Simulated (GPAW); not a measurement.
Crystal: AgBr.

```
Ag Br
1.0
     0.00000    2.87015    2.87015
     2.87015    0.00000    2.87015
     2.87015    2.87015    0.00000
Ag Br
1 1
Direct
  0.00000 0.00000 0.00000
  0.50000 0.50000 0.50000
```

Program: GPAW 26.7.0. Alike in all runs: task band structure; cell as given; k mesh 7 × 7 × 7; cutoff (eV) 600; smearing fermi-dirac 0.05 eV.

Task: Order these runs on this cell by their pressure, lowest first.
A. level LDA; potentials or basis PAW data sets generated in the run's folder for this functional, pw; spin off; band points 100
B. level rSCAN; potentials or basis GPAW PAW data sets (gpaw-data 1.2.1), pw; spin SOC, no magnetisation; band points 80; spin axis theta (degrees) 0; spin axis phi (degrees) 0
C. level OLYP; potentials or basis PAW data sets generated in the run's folder for this functional, pw; spin SOC, no magnetisation; band points 60; spin axis theta (degrees) 0; spin axis phi (degrees) 0; eigensolver davidson

Result: A (-4.0 GPa), B (1.3 GPa), C (5.9 GPa).

Caveats: spin-orbit coupling was added after a scalar SCF, so levels and gaps hold it while energy, forces, pressure and moments don't (some runs); the PAW data sets were made with another functional, which shifts forces and pressure a little (some runs).
